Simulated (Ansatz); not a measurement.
# Si: band gap under strain

How does strain move the band edges of Si (diamond), and do the functionals agree on it? States: -2.0 % equal strain in all directions; -1.0 % equal strain in all directions; +1.0 % equal strain in all directions.

The runs shown are made with Ansatz 0.2.0. PAW datasets, plane waves. No spin polarisation and no zero-point or thermal motion.

### Step 1. The system as given

The unstrained cell was relaxed with r2SCAN; in each strained cell the atoms were relaxed again with r2SCAN. Names of k-points are those of the unstrained zone, where strain can split equivalent points. First state: -2.0 % equal strain in all directions.

Space group Fd-3m (No. 227), cubic; a = 5.335 Å in the conventional setting, 18.98 Å³ an atom. Around Si lie 4 Si at 2.31 Å.

Coordinates:

```
CELL_PARAMETERS angstrom
0.00000 2.66768 2.66768
2.66768 0.00000 2.66768
2.66768 2.66768 0.00000
ATOMIC_POSITIONS crystal
Si 0.00000 0.00000 0.00000
Si 0.25000 0.25000 0.25000
```

From earlier runs on the unstrained cell: PBE 0.58 eV, r2SCAN 0.92 eV, HSE06 1.14 eV, G0W0 1.18 eV (on its mesh); a = 5.444 Å.

### Step 2. -2.0 % equal strain in all directions: PBE

input.yaml reads:

```yaml
crystal:
  lattice:
    - [0.0, 2.6676765177, 2.6676765177]
    - [2.6676765177, 0.0, 2.6676765177]
    - [2.6676765177, 2.6676765177, 0.0]
  atoms:
    - { symbol: Si, position: [0.0, 0.0, 0.0] }
    - { symbol: Si, position: [0.25, 0.25, 0.25] }
kpoints:
  mp_grid: { grid: [8, 8, 8] }
  band_path:
    path:
      - [0.0, 0.0, 0.0]
      - [0.5, 0.0, 0.5]
      - [0.625, 0.25, 0.625]
      - [0.375, 0.375, 0.75]
      - [0.5, 0.5, 0.5]
      - [0.5, 0.25, 0.75]
      - [0.0, 0.424479, 0.424479]
    npoints: 1
hamiltonian:
  xc: pbe
scf:
  occupations: { method: fermi_dirac, width: 0.02 }
  n_extra_bands: 4
output:
  forces: true
  stress: true
  eigenvalues: true
```

On the command line:

```console
$ ansatz run input.yaml --threads 2 --pin off --max-ram 29491MiB --backend cpu --events-out ev --progress --plain --runs-dir out
```

The runs that follow: -2.0 % equal strain in all directions: r2SCAN; -2.0 % equal strain in all directions: HSE06; -2.0 % equal strain in all directions: r2SCAN; -2.0 % equal strain in all directions: G0W0@PBE; -1.0 % equal strain in all directions: PBE; -1.0 % equal strain in all directions: r2SCAN; -1.0 % equal strain in all directions: HSE06; -1.0 % equal strain in all directions: r2SCAN; -1.0 % equal strain in all directions: G0W0@PBE; +1.0 % equal strain in all directions: PBE; +1.0 % equal strain in all directions: r2SCAN; +1.0 % equal strain in all directions: HSE06; +1.0 % equal strain in all directions: r2SCAN; +1.0 % equal strain in all directions: G0W0@PBE.

**Question.** What will these runs give?

As calculated:

Least gap in eV (negative: overlap), with the change from the unstrained cell in brackets. G0W0 is on its own coarse mesh.

| state | volume change (%) | PBE | r2SCAN | HSE06 | G0W0 |
| --- | --- | --- | --- | --- | --- |
| -2.0 % equal strain in all directions | -5.9 | 0.47 (-0.11) | 0.79 (-0.13) | 1.03 (-0.11) | 1.06 (-0.12) |
| -1.0 % equal strain in all directions | -3.0 | 0.53 (-0.05) | 0.86 (-0.06) | 1.09 (-0.05) | 1.13 (-0.05) |
| +1.0 % equal strain in all directions | +3.0 | 0.64 (+0.06) | 0.96 (+0.04) | 1.20 (+0.06) | 1.23 (+0.05) |

With HSE06, of the states in the table -2.0 % equal strain in all directions shifts the gap most, by -0.114 eV. PBE and HSE06 differ by 0.56 eV on the unstrained gap, and by at most 0.00 eV on its change: PBE follows the response to strain far better than the gap itself. The G0W0 figures hold for the stated bands, cutoff and mesh and aren't extrapolated.
